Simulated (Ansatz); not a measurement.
GaP built on the zincblende prototype at its r2SCAN geometry, run in Ansatz at 2 levels of theory. (Simulation; spin polarisation is off.)

The r2SCAN input:
```yaml
crystal:
  lattice:
    - [0.0, 2.7253992985, 2.7253992985]
    - [2.7253992985, 0.0, 2.7253992985]
    - [2.7253992985, 2.7253992985, 0.0]
  atoms:
    - { symbol: Ga, position: [0.0, 0.0, 0.0] }
    - { symbol: P, position: [0.25, 0.25, 0.25] }
kpoints:
  mp_grid: { grid: [8, 8, 8] }
  band_path:
    path:
      - [0.0, 0.0, 0.0]
      - [-0.5, -0.5, 0.0]
      - [-0.375, -0.375, 0.25]
      - [-0.375, 0.0, 0.375]
      - [0.0, 0.0, 0.5]
      - [-0.5, -0.25, 0.25]
      - [-0.45, -0.45, 0.0]
    npoints: 1
hamiltonian:
  xc: r2scan
scf:
  occupations: { method: fixed }
  n_extra_bands: 4
output:
  forces: true
  stress: true
  eigenvalues: true
```

Main results, then, where recorded, the levels near the gap in eV from the Fermi energy (columns number the bands from 0), one row a point of the path (Γ, X, U, K, L, W, Γ–X (0.90)):
```
Crystal: 2 atoms, lattice volume = 40.487 Å³
Symmetry: 24 space group operations
Space group: F-43m (ITA 216)
```
```
Basis set: ecut = 500 eV, 965 PW (Γ)
Bands: 13, of which v1, the nominal top of the filled ones, is band 9 counted from 1 (8 counted from 0)
k-points: 29 of 512 (time reversal used)
Free energy (F): -4550.482854 eV
Fermi energy:    6.897797 eV
--- Stress (GPa, compression-positive) ---
        0.028554       0.000000       0.000000
        0.000000       0.028554       0.000000
        0.000000       0.000000       0.028554
  P = ⅓ Tr σ = 0.0286 GPa (0.286 kbar)
```
```tsv
band_6	band_7	band_8	band_9	band_10	band_11
0.000	0.000	0.000	2.364	4.173	4.173
-6.958	-2.803	-2.803	1.909	2.091	11.312
-6.739	-4.080	-2.355	2.470	5.180	8.766
-6.739	-4.080	-2.355	2.470	5.180	8.766
-6.848	-1.171	-1.171	2.042	5.036	5.036
-6.738	-3.712	-3.542	5.033	5.294	6.541
-6.730	-2.759	-2.759	1.855	2.261	10.861
```

r2SCAN gives an indirect gap of 1.86 eV, from Γ to Γ–X (0.90 of the way from Γ); the least direct gap is 2.36 eV at Γ.

Question: In the first input these blocks are replaced (the band path and keys that only write files left aside):
```yaml
kpoints:
  mp_grid: { grid: [6, 6, 6] }
hamiltonian:
  xc: hse06
```
What comes out?

Answer:
```
Basis set: ecut = 420 eV, 749 PW (Γ)
Bands: 13, of which v1, the nominal top of the filled ones, is band 9 counted from 1 (8 counted from 0)
k-points: 16 of 216 (time reversal used)
Exchange kernel: α = 0.2500, screened, ω = 0.2079 Å⁻¹, Wigner–Seitz truncation, v(0) = 1046.4280 eV·Å³, q-mesh 6×6×6
hybrid outer 1: dexx = +7.938e-3 eV, tail = 2.23e-5 eV
hybrid outer 2: dexx = +5.736e-7 eV, tail = 2.74e-8 eV, Δε = 2.64e-3 eV
Free energy (F): -4540.599215 eV
Fermi energy:    6.650490 eV
--- Stress (GPa, compression-positive) ---
        0.721136       0.000000       0.000000
        0.000000       0.721136       0.000000
        0.000000       0.000000       0.721136
  P = ⅓ Tr σ = 0.7211 GPa (7.211 kbar)
```
```tsv
band_6	band_7	band_8	band_9	band_10	band_11
0.000	0.000	0.000	2.799	4.768	4.768
-7.332	-2.926	-2.926	2.290	2.564	12.044
-7.089	-4.281	-2.453	2.915	5.738	9.417
-7.089	-4.281	-2.453	2.915	5.738	9.417
-7.235	-1.213	-1.213	2.509	5.611	5.611
-7.080	-3.899	-3.694	5.504	5.976	7.035
-7.095	-2.880	-2.880	2.261	2.714	11.573
```
The HSE06 gap is indirect, 2.26 eV (Γ to Γ–X (0.90 of the way from Γ)), below the direct gap of 2.80 eV at Γ. The mean pressure is +0.7 GPa (compression positive), so HSE06 would enlarge the cell's volume. The stress of a hybrid is loosely converged here.

Small level splittings and stresses of the hybrids carry the error of their coarser meshes.

Totals of different functionals can't be compared.

The meshes of the hybrids are coarse, so their gaps aren't converged to the digits shown.
